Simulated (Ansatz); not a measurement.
# Gd under changes of volume

One of the cells (33.215 Å³/atom); the others are scaled copies at fixed shape and fractional positions:

```xyz
1
Lattice="-2.0250 2.0250 2.0250 2.0250 -2.0250 2.0250 2.0250 2.0250 -2.0250" Properties=species:S:1:pos:R:3 pbc="T T T"
Gd    0.0000    0.0000    0.0000
```

This isn't the form of Gd at room conditions, which is hcp.

* Program: Ansatz 0.2.0
* Functional: LDA
* Potentials or basis: all-electron LAPW, scalar-relativistic
* Cutoff: 163 eV (chosen from the basis error)
* Basis error allowed: 0.001 eV/atom
* k mesh: 9 × 9 × 9
* Occupations: fermi-dirac, width 0.05 eV
* Spin: collinear spin, ferromagnetic start
* Starting moments: [7.0] μB

| volume (Å³/atom) | energy over the lowest point (meV/atom) | pressure (GPa) |
| --- | --- | --- |
| 31.222 | 0.00 | -2.4 |
| 31.886 | 11.72 | -3.1 |
| 32.551 | 26.11 | -3.6 |
| 33.215 | 42.89 | -4.2 |
| 33.879 | 61.80 | -4.6 |
| 34.544 | 82.59 | -5.0 |
| 35.208 | ? | ? |

Task: What does the run at 35.208 Å³/atom give?

Result: Energy over the lowest point 105.05 meV/atom; pressure -5.4 GPa.

Worked out: A Birch-Murnaghan fit of order 3 (a polynomial in V^(-2/3)) to the other rows has no minimum within the range. It gives 105.04 meV/atom at 35.208 Å³/atom, against the run's 105.05, and -dE/dV = -5.6 GPa, against -5.4.

Energies are extrapolated to zero smearing.

Caveats: an open f shell can end in a state above the lowest.
